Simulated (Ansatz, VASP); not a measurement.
# SiNi: VASP beside Ansatz, part 2 of 2

One calculation is typed for both programs; each brings its own data sets and cutoff. How far apart do they land?

VASP 6.6.1 and Ansatz 0.2.0.

So far. Step 2 (VASP: single point, LDA, DFT+U): A U on the itinerant d states of such a compound is hard to justify; it moves the bands at the Fermi level. The PAW data sets were made with PBE, though LDA sets exist; this is a small mismatch. At this level the cell is under a tension of 11.2 GPa, so at these settings it is away from equilibrium.

### Step 3. Ansatz: single point, LDA, DFT+U

Level of this step: Ansatz beside VASP: Kohn-Sham DFT, plane waves, LDA, DFT+U (Ansatz).

Ansatz runs on its default PAW (the set named soft_2) files.

The same cell, functional (in two slightly different forms), mesh and smearing now go to Ansatz, which takes its cutoff from its data sets.

The input, input.yaml:

```yaml
crystal:
  lattice:
    - [5.88554132, 0.0, 0.0]
    - [2.94277066, 3.28032554, 0.0]
    - [0.0, 0.0, 4.67744676]
  atoms:
    - { symbol: Si, position: [0.0, 0.0, 0.15685684] }
    - { symbol: Si, position: [0.5, 0.0, 0.15685684] }
    - { symbol: Si, position: [0.0, 0.5, 0.84314316] }
    - { symbol: Si, position: [0.5, 0.5, 0.84314316] }
    - { symbol: Ni, position: [0.0, 0.0, 0.65750441], spin: 1.0 }
    - { symbol: Ni, position: [0.5, 0.0, 0.65750441], spin: -1.0 }
    - { symbol: Ni, position: [0.0, 0.5, 0.34249559], spin: 1.0 }
    - { symbol: Ni, position: [0.5, 0.5, 0.34249559], spin: -1.0 }
hamiltonian:
  xc: lda
  pseudopotentials: { kind: paw }
  hubbard: { sites: [{ species: Ni, l: d, u_eff: 4.0 }] }
magnetization:
  spin_polarized: true
kpoints:
  mp_grid: { grid: [7, 7, 5] }
scf:
  occupations: { method: fermi_dirac, width: 0.05 }
  n_extra_bands: 10
output:
  forces: true
  stress: true
  eigenvalues: true
```

Launch:

```sh
> ansatz run input.yaml --threads 4 --pin off --max-ram 9216MiB --backend cpu --events-out ev --progress --plain --runs-dir out
```

Numbers of over 12 decimals in the logs are rounded to 6 here.

Output:

```text
Si: projections on atomic orbitals take those of the free atom [Ne] 3s2 3p2, of charge +0.00 (hamiltonian.pseudopotentials.projection_atoms); the dataset's partial waves leave at most 6.1e-8 of an orbital's norm unspanned inside its sphere
Ni: projections on atomic orbitals take those of the free atom [Ne] 3s2 3p6 3d8 4s2, of charge +0.00 (hamiltonian.pseudopotentials.projection_atoms); the dataset's partial waves leave at most 1.6e-6 of an orbital's norm unspanned inside its sphere
scf.n_extra_bands = 10 over 44 filled bands (N_el = 88.0): the run solves 54 bands
Engine: ansatz 0.2.0, aarch64-unknown-linux-gnu
Pseudopotentials: kind: paw
Pseudopotential: Si, paw, valence charge 4, recommended cutoff 420 eV (normal), Si.paw.azcp
Pseudopotential: Ni, paw, valence charge 18, recommended cutoff 420 eV (normal), Ni.paw.azcp
Functional definition: SPW92
  exchange = slater_x
  correlation = pw_c
Crystal: 8 atoms, lattice volume = 90.305 Å³
Basis set: ecut = 420 eV, 1785 PW (Γ)
Bands: 54, of which v1, the nominal top of the filled ones, is band 44 counted from 1 (43 counted from 0)
Symmetry: 4 space group operations
Space group: P2/c (ITA 13), of the structure as read, at distance tolerance 4.5e-5 Å
Magnetic group: BNS 13.70 (UNI 77), of the structure as read, at distance tolerance 4.5e-5 Å
k-points: 75 of 245
Non-local potential: Si, projectors of the file, l = 0: 2, l = 1: 2, l = 2: 2
Non-local potential: Ni, projectors of the file, l = 0: 3, l = 1: 2, l = 2: 3, l = 3: 1
PAW form: soft (Blöchl's): semilocal exchange-correlation on the pseudo side does not see the compensation charge
PAW frozen core: Si, regenerated for the run's functional, and the local potential with it (the file was generated under x = pbe(κ = 0.804, μ = 0.219515), c = pbe(β = 0.066725))
PAW frozen core: Ni, regenerated for the run's functional, and the local potential with it (the file was generated under x = pbe(κ = 0.804, μ = 0.219515), c = pbe(β = 0.066725))
PAW one-centre angular grid: Si, 110 points (default); XC on 64 Gauss nodes
PAW one-centre angular grid: Ni, 590 points (default); XC on 64 Gauss nodes
Initial density: superposition of atomic densities (chi_scale 0.1, normalization cell)
Starting moments: Σ|m| = 4 μB on 4 of 8 sites
Starting magnetic order: antiferromagnet; a translation exchanges its spin sublattices: spin-degenerate at every k-point
Initial wavefunctions: pseudopotential atomic-orbital guess
Functional: x = slater, c = lda
SCF iter   1: F=—  HF=-25525.901789 eV  |F-HF|=—  |Δ(HF+E_count)|=         —  Δρ=9.49e-2 (↑9.49e-2 ↓9.49e-2)  dr2=1.64e1  dr2_m=3.62e0  M=0.000 μB ∫|m|=1.258 μB  β_m=0.30  ethr=3.10e-3  ⟨swp⟩=6.2  Hψ=14975  notcnv=0  defer=11
preconditioner: auto → Kerker (q_TF=auto, 2.717 Å⁻¹)  [metal: Δε(μ)=0.032 eV  Ē_g=8.621 eV  σ=0.050 eV  W_gap=0.16  n_scr=28 (ndim 8)  ℏωp=29.2 eV  f_vac=0.000  D(μ)=1.91/eV (n_scr^D=8)]
spin=Collinear: Kerker preconditioning applied to the charge; magnetization (m = ρ↑ − ρ↓) channel mixes plain (no charge-response kernel on spin).
SCF iter   2: F=—  HF=-25525.192621 eV  |F-HF|=—  |Δ(HF+E_count)|=   7.09e-1  Δρ=4.93e-2 (↑4.93e-2 ↓4.93e-2)  dr2=2.02e0  dr2_m=1.70e0  M=0.000 μB ∫|m|=1.312 μB  β_m=0.30  ethr=3.10e-3  ⟨swp⟩=3.5  Hψ=8422  notcnv=0  defer=177
SCF iter   3: F=—  HF=-25525.180870 eV  |F-HF|=—  |Δ(HF+E_count)|=   1.18e-2  Δρ=4.17e-2 (↑4.17e-2 ↓4.17e-2)  dr2=1.83e0  dr2_m=1.20e0  M=0.000 μB ∫|m|=1.065 μB  β_m=0.30  ethr=2.30e-3  ⟨swp⟩=2.0  Hψ=5234  notcnv=0  defer=171
SCF iter   4: F=—  HF=-25524.907702 eV  |F-HF|=—  |Δ(HF+E_count)|=   2.73e-1  Δρ=3.29e-2 (↑3.29e-2 ↓3.29e-2)  dr2=8.77e-1  dr2_m=6.08e-1  M=0.000 μB ∫|m|=1.049 μB  β_m=0.30  ethr=2.08e-3  ⟨swp⟩=3.1  Hψ=7054  notcnv=0  defer=172
SCF iter   5: F=—  HF=-25524.982141 eV  |F-HF|=—  |Δ(HF+E_count)|=   7.44e-2  Δρ=2.45e-2 (↑2.45e-2 ↓2.45e-2)  dr2=2.40e-2  dr2_m=4.89e-1  M=0.000 μB ∫|m|=0.841 μB  β_m=0.30  ethr=9.96e-4  ⟨swp⟩=2.1  Hψ=5291  notcnv=0  defer=175
SCF iter   6: F=—  HF=-25525.070984 eV  |F-HF|=—  |Δ(HF+E_count)|=   8.88e-2  Δρ=2.06e-2 (↑2.06e-2 ↓2.06e-2)  dr2=5.02e-2  dr2_m=3.36e-1  M=0.000 μB ∫|m|=0.718 μB  β_m=0.30  ethr=2.72e-5  ⟨swp⟩=2.0  Hψ=7693  notcnv=0  defer=176
SCF iter   7: F=—  HF=-25525.099941 eV  |F-HF|=—  |Δ(HF+E_count)|=   2.90e-2  Δρ=1.74e-2 (↑1.74e-2 ↓1.74e-2)  dr2=8.14e-3  dr2_m=2.45e-1  M=0.000 μB ∫|m|=0.594 μB  β_m=0.30  ethr=2.72e-5  ⟨swp⟩=2.0  Hψ=6525  notcnv=0  defer=176
SCF iter   8: F=—  HF=-25525.136507 eV  |F-HF|=—  |Δ(HF+E_count)|=   3.66e-2  Δρ=1.46e-2 (↑1.46e-2 ↓1.46e-2)  dr2=7.37e-3  dr2_m=1.73e-1  M=0.000 μB ∫|m|=0.498 μB  β_m=0.30  ethr=9.25e-6  ⟨swp⟩=2.0  Hψ=5954  notcnv=0  defer=176
SCF iter   9: F=—  HF=-25525.159554 eV  |F-HF|=—  |Δ(HF+E_count)|=   2.30e-2  Δρ=1.22e-2 (↑1.22e-2 ↓1.22e-2)  dr2=4.14e-3  dr2_m=1.21e-1  M=0.000 μB ∫|m|=0.418 μB  β_m=0.30  ethr=8.38e-6  ⟨swp⟩=2.0  Hψ=5789  notcnv=0  defer=176
SCF iter  10: F=—  HF=-25525.172756 eV  |F-HF|=—  |Δ(HF+E_count)|=   1.32e-2  Δρ=1.01e-2 (↑1.01e-2 ↓1.01e-2)  dr2=1.74e-3  dr2_m=8.45e-2  M=0.000 μB ∫|m|=0.351 μB  β_m=0.30  ethr=4.70e-6  ⟨swp⟩=1.8  Hψ=5003  notcnv=0  defer=176
[...]
spin-set hold released at iteration 10 (site moments contracting): the magnetisation degrees of freedom join the quasi-Newton model from the next iteration; the mixer history was flushed
[...]
SCF iter  12: F=—  HF=-25525.199092 eV  |F-HF|=—  |Δ(HF+E_count)|=   1.78e-2  Δρ=3.58e-3 (↑3.58e-3 ↓3.58e-3)  dr2=1.02e-2  dr2_m=6.93e-3  M=0.000 μB ∫|m|=0.104 μB  β_m=0.47  ethr=4.17e-7  ⟨swp⟩=3.1  Hψ=9352  notcnv=0  defer=176
SCF iter  13: F=—  HF=-25525.199290 eV  |F-HF|=—  |Δ(HF+E_count)|=   1.97e-4  Δρ=5.86e-4 (↑5.86e-4 ↓5.86e-4)  dr2=5.83e-4  dr2_m=5.18e-5  M=0.000 μB ∫|m|=0.009 μB  β_m=0.73  ethr=4.17e-7  ⟨swp⟩=2.8  Hψ=8853  notcnv=0  defer=177
SCF iter  14: F=—  HF=-25525.199569 eV  |F-HF|=—  |Δ(HF+E_count)|=   2.79e-4  Δρ=4.76e-4 (↑4.76e-4 ↓4.76e-4)  dr2=5.13e-4  dr2_m=8.46e-6  M=0.000 μB ∫|m|=0.004 μB  β_m=0.87  ethr=4.17e-7  ⟨swp⟩=1.0  Hψ=3873  notcnv=0  defer=177
SCF iter  15: F=—  HF=-25525.199538 eV  |F-HF|=—  |Δ(HF+E_count)|=   3.12e-5  Δρ=5.67e-5 (↑5.67e-5 ↓5.67e-5)  dr2=8.33e-6  dr2_m=2.42e-7  M=0.000 μB ∫|m|=0.001 μB  β_m=0.80  ethr=4.17e-7  ⟨swp⟩=2.0  Hψ=5032  notcnv=0  defer=177
SCF iter  16: F=—  HF=-25525.199538 eV  |F-HF|=—  |Δ(HF+E_count)|=   2.81e-7  Δρ=3.17e-5 (↑3.17e-5 ↓3.17e-5)  dr2=1.97e-6  dr2_m=4.96e-8  M=0.000 μB ∫|m|=0.000 μB  β_m=0.90  ethr=9.47e-9  ⟨swp⟩=2.0  Hψ=5657  notcnv=0  defer=177
iter 17 did not close the SCF: its close was put off for a magnetic moment that had not settled (scf_convergence_deferred on its scf_iter line)
SCF iter  17: F=-25525.199537 eV  HF=-25525.199538 eV  |F-HF|=4.39e-8  |Δ(HF+E_count)|=   2.43e-8  Δρ=5.99e-6 (↑5.99e-6 ↓5.99e-6)  dr2=5.35e-8  dr2_m=6.34e-9  M=0.000 μB ∫|m|=0.000 μB  β_m=0.90  ethr=1.14e-10  ⟨swp⟩=9.6  Hψ=18902  notcnv=0
iter 18 did not close the SCF: its close was put off for a magnetic moment that had not settled (scf_convergence_deferred on its scf_iter line)
SCF iter  18: F=-25525.199538 eV  HF=-25525.199538 eV  |F-HF|=3.93e-10  |Δ(HF+E_count)|=   2.38e-9  Δρ=7.29e-7 (↑7.29e-7 ↓7.29e-7)  dr2=6.10e-10  dr2_m=1.53e-10  M=0.000 μB ∫|m|=0.000 μB  β_m=0.95  ethr=6.08e-11  ⟨swp⟩=2.2  Hψ=12572  notcnv=0
SCF iter  19: F=-25525.199538 eV  HF=-25525.199538 eV  |F-HF|=7.28e-12  |Δ(HF+E_count)|=  1.60e-10  Δρ=5.21e-8 (↑5.21e-8 ↓5.21e-8)  dr2=3.06e-12  dr2_m=1.48e-12  M=0.000 μB ∫|m|=0.000 μB  ethr=1.00e-12  ⟨swp⟩=1.2  Hψ=9836  notcnv=0
SCF 1 converged in 19 iterations: F = -25525.199538 eV  dr2 = 3.06e-12
  greatest PAW one-centre occupation: 1.002 electrons in one spin orbital (limit 2), on the Ni atom at site 7 (counted from 0), in its partial waves of l = 1
WARN: the starting moments were not kept: the SCF closed with an absolute magnetisation of 1.1e-6 μB, where they sum to 4 μB in size (4 sites). That is at most 0.1 of that sum. Measured as dr2_m measures the in/out step, that magnetisation stands 3.3e-13 eV from none, at or under the dr2_threshold of 1.0e-7 eV: it is no larger than a step whose dr2_m would equal this threshold. The system may hold no moment; this SCF [...]
SCF converged after 19 iterations
Magnetization: 0.0000 μB (44.0000 up, 44.0000 down)
Absolute magnetization: 0.0000 μB (∫|ρ↑−ρ↓|, with the PAW one-centre terms)
Spin contamination: 0.0000 ħ² per cell (⟨S²⟩ above its minimum at these occupations)
Per-site moments (μB) at R_I (Å): [(7.137673999753351e-9, 0.963474), (-7.137673999753347e-9, 0.963474), (7.137674149929286e-9, 0.963474), (-7.137674149929284e-9, 0.963474), (9.565915021215384e-8, 0.963474), (-9.565915021215383e-8, 0.963474), (9.5659150081937e-8, 0.963474), (-9.5659150081937e-8, 0.963474)]
Free energy (F): -25525.199538 eV
Harris-Foulkes:  -25525.199538 eV  (|F-HF|=7.28e-12)
Internal energy: -25525.181376 eV  (E = F + TS)
E sigma→0 (E₀):  -25525.190457 eV
Entropy (-TS):   -0.018161 eV (-2.270 meV/atom)
Fermi energy:    15.626616 eV
--- Per-component energies (eV) ---
  E_band       = -1196.299491
  E_kinetic    = 1330.390241
  E_local      = -17823.141817  (includes V_loc(G=0)·N_el)
  E_nonlocal   = 2682.331641
  E_hartree    = 7734.339049
  E_xc         = -568.583541
  E_vxc        = -641.122892  (∫ρ·V_xc dr)
  E_hubbard    = 6.974471  (on-site DFT+U / exact-exchange correction)
  E_vhub       = -58.204486  (the Hubbard potential's part of the band-sum identity)
  E_paw        = -8219.457860  (= ΣΔE_a)
  E_vpaw       = -2155.232114  (= ΣTr[D̂ρ^β])
  E_aug_tail   = 0.001861  (compensation charges beyond the density's cutoff)
  E_ewald      = -10670.109226
  E_core_change = 2.073805  (= ΣΔE_core)
  E_smearing   = -0.018161  (= −TS)
  E_closure    = -0.000000  (closes the sum)
  Σ components = -25525.199538   (vs F -25525.199538, Δ=0.00e0)
--- Forces (eV/Å), atoms counted from 1 ---
  atom   1  Si     0.00000000     0.00000000     0.28488339
  atom   2  Si     0.00000000     0.00000000     0.28488339
  atom   3  Si     0.00000000     0.00000000    -0.28488339
  atom   4  Si     0.00000000     0.00000000    -0.28488339
  atom   5  Ni     0.00000000     0.00000000    -0.01394604
  atom   6  Ni     0.00000000     0.00000000    -0.01394604
  atom   7  Ni     0.00000000     0.00000000     0.01394604
  atom   8  Ni     0.00000000     0.00000000     0.01394604
  max |Σ_I F_I| component: 1.73e-18 eV/Å
--- Stress (GPa, compression-positive) ---
       -5.430380      -0.000009       0.000000
       -0.000009      -5.608779       0.000000
        0.000000       0.000000      -6.645758
  P = ⅓ Tr σ = -5.8950 GPa (-58.950 kbar)
--- Band table (eV; the first three rows and the last of 150) ---
  k-point 0 ↑: bands = [... 40 lower, 13.3509, 13.7859, 13.7859, 14.4692, 17.1223, 17.4611, 17.4611, 17.8385, ... 6 higher]
  k-point 1 ↑: bands = [... 40 lower, 13.8026, 13.8026, 14.5237, 15.0560, 16.7042, 16.7042, 17.1543, 17.1543, ... 6 higher]
  k-point 2 ↑: bands = [... 40 lower, 13.8199, 13.8199, 15.3354, 15.3354, 16.3313, 16.9187, 16.9187, 17.0927, ... 6 higher]
  k-point 74 ↓: bands = [... 40 lower, 13.7937, 14.1961, 14.3094, 15.6399, 16.2711, 16.3777, 18.2594, 18.6132, ... 6 higher]
Occupation matrices written to <dir>
```

Elapsed: 70 s, on 4 threads of Arm Neoverse N1, shared host; peak memory 1.1 GiB; 4.6 min of CPU time.

The run ends at a pressure of -5.89 GPa, with forces up to 0.28 eV/Å.

### Step 4. Side by side

Known differences besides the potentials themselves: U acts on the PAW sphere in VASP and on atomic orbitals in Ansatz, so only states and trends compare; the two LDA forms differ slightly; the data sets hold 88 valence electrons in Ansatz (default PAW (the set named soft_2) files) and 56 in VASP; the cutoff is 420 eV in Ansatz and 400 eV in VASP; Ansatz makes its cores anew for this functional, VASP keeps those of its PBE data sets; VASP's log shows a relativistic correction to its local exchange, Ansatz's none. Total energies have different zeros and are not compared.

Both answers:

```
                                        quantity  Ansatz    VASP  difference
                                  pressure (GPa)   -5.89  -11.18       +5.28
pressure without Ansatz's Pulay correction (GPa)   -5.98  -11.18       +5.20
```

Forces (eV/Å; atoms numbered as in POSCAR):

```
atom        Ansatz x, y, z          VASP x, y, z
 Si1   0.000, 0.000, 0.285   0.000, 0.000, 0.473
 Si2   0.000, 0.000, 0.285   0.000, 0.000, 0.473
 Si3  0.000, 0.000, -0.285  0.000, 0.000, -0.473
 Si4  0.000, 0.000, -0.285  0.000, 0.000, -0.473
 Ni5  0.000, 0.000, -0.014  0.000, 0.000, -0.003
 Ni6  0.000, 0.000, -0.014  0.000, 0.000, -0.003
 Ni7   0.000, 0.000, 0.014   0.000, 0.000, 0.003
 Ni8   0.000, 0.000, 0.014   0.000, 0.000, 0.003
```

The forces differ by 77 meV/Å r.m.s., which is 39.8 % of the r.m.s. force of 0.19 eV/Å (both taken over all components). Ansatz's pressure holds a Pulay correction of 0.08 GPa; VASP's holds none.

### Step 5. Outcome

```yaml
r_m_s_force_difference_single_point_lda_dft_u: 77 meV/Å
difference_in_pressure_single_point_lda_dft_u: 5.3 GPa
```

**Reading.** The r.m.s. force difference is 77 meV/Å (single point, LDA, DFT+U). How closely two codes agree says nothing of how well the functional describes the real material.

[Lines on the potential files, build, host, timing and source positions are cut from VASP's logs without a mark.]

[Logs are printed without paths, hosts, clocks, repeated set-up lines and the standing remarks that a program may print on its own settings, such as how far it seeks lower states.]

[Hosts, paths, dates, database ids (printed as entryN), source tags and the programs' standing remarks are cut or masked in the printed files.]

[VASP's PBE data sets in a run with another functional are called a small mismatch above; for pressures it isn't always small: they can move by 1 GPa and more.]
